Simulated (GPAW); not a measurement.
The system is Fe.

```xyz
1
Lattice="-1.4430 1.4430 1.4430 1.4430 -1.4430 1.4430 1.4430 1.4430 -1.4430" Properties=species:S:1:pos:R:3 pbc="T T T"
Fe    0.0000    0.0000    0.0000
```

Base run:

- Program: GPAW 26.7.0
- Functional: PBEsol
- Potentials or basis: PAW data sets generated in the run's folder for this functional
- Cutoff: 600 eV
- Basis: pw
- k mesh: 13 × 13 × 13
- Occupations: fermi-dirac, width 0.05 eV
- Spin: collinear spin, ferromagnetic start
- Starting moments: [3.0] μB
- Hubbard terms: Fe d U = 3 eV

Its results: pressure 6.4 GPa; net moment 2.92 μB per cell; site moments Fe +3.06 μB.

Question: After a change of settings the same cell gave: pressure 33.0 GPa; net moment 3.39 μB per cell; site moments Fe +3.59 μB. Which change was it?
A. hubbard terms from Fe d U = 3 eV to none
B. hubbard terms from Fe d U = 3 eV to Fe d U = 6 eV
C. hubbard terms from Fe d U = 3 eV to Fe d U = 8 eV

Answer: C.

Caveats: the U is typed as a test and isn't derived for this compound; a pressure of tens of GPa on the cell as given is suspect, and the run, the potentials or the cell itself is likely at fault (some runs).

Runs at the PBE level aren't shown here.
